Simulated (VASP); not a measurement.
Input and output of a VASP r²SCAN single-point calculation on BN (strained wurtzite)

INCAR

```
NELM = 120
PREC = Accurate
LREAL = .FALSE.
ISIF = 2
EDIFF = 1E-7
METAGGA = R2SCAN
LWAVE = .FALSE.
NSW = 0
LASPH = .TRUE.
ALGO = Normal
SIGMA = 0.01
NBANDS = 16
ISMEAR = 0
LCHARG = .FALSE.
IBRION = -1
ENCUT = 520
```

KPOINTS

```
KPOINTS created by Atomic Simulation Environment
0
Gamma
12 12 6
0 0 0
```

KPOINTS_OPT

```
special points
7
Reciprocal
0.0000000000 0.0000000000 0.0000000000 1
0.5000000000 0.0000000000 0.0000000000 1
0.3333333333 0.3333333333 0.0000000000 1
0.0000000000 0.0000000000 0.5000000000 1
0.5000000000 0.0000000000 0.5000000000 1
0.3333333333 0.3333333333 0.5000000000 1
0.1000000000 0.0000000000 0.0000000000 1
```

POSCAR

```
B  N
 1.0000000000000000
     2.5439499987000000    0.0254395000000000    0.0000000000000000
    -1.2499437461000000    2.1904055749000002    0.0000000000000000
     0.0000000000000000    0.0000000000000000    4.2078153393999997
 B   N
   2   2
Cartesian
  0.0157016177415480  1.4688721035107386  0.0009023532397620
  1.2783046348584517  0.7469729713892613  2.1048100229397617
  0.0109447823220683  1.4689090654184620  1.5770283990352378
  1.2830614702779317  0.7469360094815379  3.6809360687352379
```

VASP ran with the recommended PBE PAW datasets (16 valence electrons in the cell).

From OUTCAR

```
k-points           NKPTS =    296   k-points in BZ     NKDIM =    296   number of bands    NBANDS=     16

   NELECT =      16.0000    total number of electrons

   dimension x,y,z NGX =    20 NGY =   20 NGZ =   32
   dimension x,y,z NGXF=    40 NGYF=   40 NGZF=   64

  energy-cutoff  :      520.00
  volume of cell :       23.58
      direct lattice vectors                 reciprocal lattice vectors
     2.543949999  0.025439500  0.000000000     0.390859070  0.223041730  0.000000000
    -1.249943746  2.190405575  0.000000000    -0.004539460  0.453946037  0.000000000
     0.000000000  0.000000000  4.207815339     0.000000000  0.000000000  0.237653015

 k-points in reciprocal lattice and weights: KPOINTS created by Atomic Simulation Env
   0.00000000  0.00000000  0.00000000       0.001
   0.08333333 -0.00000000  0.00000000       0.002
   0.16666667  0.00000000  0.00000000       0.002
   0.25000000  0.00000000  0.00000000       0.002
   0.33333333  0.00000000  0.00000000       0.002
   0.41666667  0.00000000  0.00000000       0.002
   0.50000000  0.00000000  0.00000000       0.001
  -0.00000000  0.08333333  0.00000000       0.002
   ...

 E-fermi :   7.6363

 k-point     1 :       0.0000    0.0000    0.0000
  band No.  band energies     occupation
      1     -14.0659      2.00000
      2      -9.8257      2.00000
      3      -3.9047      2.00000
      4       5.1231      2.00000
      5       5.3130      2.00000
      6       7.1570      2.00000
      7       7.3557      2.00000
      8       7.5038      2.00000
      9      16.2917      0.00000
     10      16.6158      0.00000
     11      16.7397      0.00000
     12      17.7565      0.00000
     13      18.8957      0.00000
     14      20.1059      0.00000
     15      20.3839      0.00000
     16      24.8786      0.00000

 k-point     2 :       0.0833   -0.0000    0.0000
  band No.  band energies     occupation
      1     -13.9122      2.00000
      2      -9.7092      2.00000
      3      -3.7519      2.00000
      4       4.3933      2.00000
      5       5.0246      2.00000
      6       6.7569      2.00000
      7       6.9962      2.00000
      8       7.3427      2.00000
      9      16.2369      0.00000
     10      16.9181      0.00000
     11      16.9846      0.00000
     12      18.1635      0.00000
     13      19.5163      0.00000
     14      20.1427      0.00000
     15      20.8036      0.00000
     16      24.5927      0.00000

 k-point     3 :       0.1667    0.0000    0.0000
  band No.  band energies     occupation
      1     -13.4564      2.00000
      2      -9.3770      2.00000
      3      -3.2993      2.00000
      4       2.6400      2.00000
      5       4.3628      2.00000
      6       5.2660      2.00000
      7       6.5166      2.00000
      8       6.9186      2.00000
      9      15.9570      0.00000
     10      17.3597      0.00000
     11      17.6664      0.00000
     12      19.2158      0.00000
     13      20.0901      0.00000
     14      21.0998      0.00000
     15      21.9979      0.00000
     16      23.7307      0.00000

 k-point     4 :       0.2500    0.0000    0.0000
  band No.  band energies     occupation
      1     -12.7179      2.00000
      2      -8.8956      2.00000
      3      -2.5689      2.00000
      4       0.5914      2.00000
      5       3.4097      2.00000
      6       3.6191      2.00000
      7       5.7267      2.00000
      8       6.3697      2.00000
      9      15.5905      0.00000
     10      17.5358      0.00000
     11      18.4017      0.00000
     12      19.3693      0.00000
     13      20.6490      0.00000
     14      22.4768      0.00000
     15      23.5293      0.00000
     16      23.7700      0.00000

 k-point     5 :       0.3333    0.0000    0.0000
  band No.  band energies     occupation
      1     -11.7435      2.00000
      2      -8.4371      2.00000
      3      -1.6161      2.00000
      4      -1.2181      2.00000
      5       1.5697      2.00000
      6       2.9896      2.00000
      7       4.6649      2.00000
      8       5.8654      2.00000
      9      15.2862      0.00000
     10      17.0352      0.00000
     11      18.8272      0.00000
     12      19.7725      0.00000
     13      20.3550      0.00000
     14      23.7790      0.00000
     15      24.2336      0.00000
     16      25.0643      0.00000

 k-point     6 :       0.4167    0.0000    0.0000
  band No.  band energies     occupation
      1     -10.6602      2.00000
      2      -8.3398      2.00000
      3      -2.3046      2.00000
      4      -0.6333      2.00000
      5       0.1075      2.00000
      6       2.5793      2.00000
      7       3.5118      2.00000
      8       5.5228      2.00000
      9      15.1126      0.00000
     10      16.3876      0.00000
     11      18.9650      0.00000
     12      20.0548      0.00000
     13      20.6146      0.00000
     14      23.4837      0.00000
     15      24.7064      0.00000
     16      26.1832      0.00000

 k-point     7 :       0.5000    0.0000    0.0000
  band No.  band energies     occupation
      1      -9.9903      2.00000
      2      -8.5796      2.00000
      3      -2.5406      2.00000
      4      -0.7348      2.00000
      5       0.1218      2.00000
      6       2.4359      2.00000
      7       2.8687      2.00000
      8       5.4028      2.00000
      9      15.0646      0.00000
     10      16.1261      0.00000
     11      18.9862      0.00000
     12      19.9592      0.00000
     13      21.1862      0.00000
     14      22.9121      0.00000
     15      25.0208      0.00000
     16      26.5917      0.00000

 k-point     8 :      -0.0000    0.0833    0.0000
  band No.  band energies     occupation
      1     -13.9091      2.00000
      2      -9.7060      2.00000
      3      -3.7491      2.00000
      4       4.4843      2.00000
      5       4.9319      2.00000
      6       6.8203      2.00000
      7       7.0047      2.00000
      8       7.2711      2.00000
      9      16.2180      0.00000
     10      16.7410      0.00000
     11      17.0277      0.00000
     12      18.2614      0.00000
     13      19.4098      0.00000
     14      20.2981      0.00000
     15      20.7606      0.00000
     16      24.6037      0.00000

 k-point     9 :       0.0833    0.0833    0.0000
  band No.  band energies     occupation
      1     -13.6072      2.00000
      2      -9.4839      2.00000
      3      -3.4489      2.00000
      4       3.3653      2.00000
      5       4.2495      2.00000
      6       5.9414      2.00000
      7       6.6830      2.00000
      8       6.8804      2.00000
      9      16.2956      0.00000
     10      17.1500      0.00000
     11      17.3355      0.00000
     12      18.9622      0.00000
     13      20.2356      0.00000
     14      20.4860      0.00000
     15      21.6097      0.00000
     16      24.1428      0.00000

 k-point    10 :       0.1667    0.0833    0.0000
  band No.  band energies     occupation
      1     -13.0121      2.00000
      2      -9.0748      2.00000
      3      -2.8586      2.00000
      4       1.6080      2.00000
      5       3.2069      2.00000
      6       4.5633      2.00000
      7       6.0711      2.00000
      8       6.2505      2.00000
      9      16.2903      0.00000
     10      17.3961      0.00000
     11      17.9241      0.00000
     12      19.6437      0.00000
     13      20.6911      0.00000
     14      21.6002      0.00000
     15      23.0152      0.00000
     16      23.7400      0.00000

 k-point    11 :       0.2500    0.0833    0.0000
  band No.  band energies     occupation
      1     -12.1540      2.00000
      2      -8.5870      2.00000
      3      -2.0123      2.00000
      4      -0.2887      2.00000
      5       2.0710      2.00000
      6       3.1519      2.00000
      7       5.1653      2.00000
      8       5.6483      2.00000
      9      15.9557      0.00000
     10      17.2454      0.00000
     11      18.5740      0.00000
     12      19.8293      0.00000
     13      20.9085      0.00000
     14      23.1677      0.00000
     15      23.7950      0.00000
     16      24.4479      0.00000

 k-point    12 :       0.3333    0.0833    0.0000
  band No.  band energies     occupation
      1     -11.1076      2.00000
      2      -8.2714      2.00000
      3      -1.7683      2.00000
      4      -1.0010      2.00000
      5       0.7180      2.00000
      6       2.3090      2.00000
      7       4.0469      2.00000
      8       5.1928      2.00000
      9      15.6636      0.00000
     10      16.5394      0.00000
     11      18.9990      0.00000
     12      20.3528      0.00000
     13      20.9648      0.00000
     14      23.8626      0.00000
     15      24.2911      0.00000
     16      25.3250      0.00000

 ...

  Total        0.1779107      0.2066536      0.1588565     -1.2428092      0.0000000      0.0000000
  in kB       12.0879209     14.0408254     10.7933077    -84.4411250      0.0000000      0.0000000
  external PRESSURE =      12.3073513 kB  Pullay stress =       0.0000000 kB

 POSITION                                       TOTAL-FORCE (eV/Angst)
 -----------------------------------------------------------------------------------
      0.01570      1.46887      0.00090        -0.003683     -0.000192      0.003170
      1.27830      0.74697      2.10481         0.003683      0.000192      0.003170
      0.01094      1.46891      1.57703        -0.003640     -0.000154     -0.003170
      1.28306      0.74694      3.68094         0.003640      0.000154     -0.003170
 -----------------------------------------------------------------------------------
    total drift:                                0.000000     -0.000000     -0.002325

  FREE ENERGIE OF THE ION-ELECTRON SYSTEM (eV)
  ---------------------------------------------------
  free  energy   TOTEN  =       -38.2537611119 eV

  energy  without entropy=      -38.2537611119  energy(sigma->0) =      -38.25376111
```

The gap between bands v and c is 5.64 eV. The least direct gap is 8.79 eV. The pressure is 1.2 GPa.

Band v is the last that the valence electrons fill when counted band by band, and c is the next.
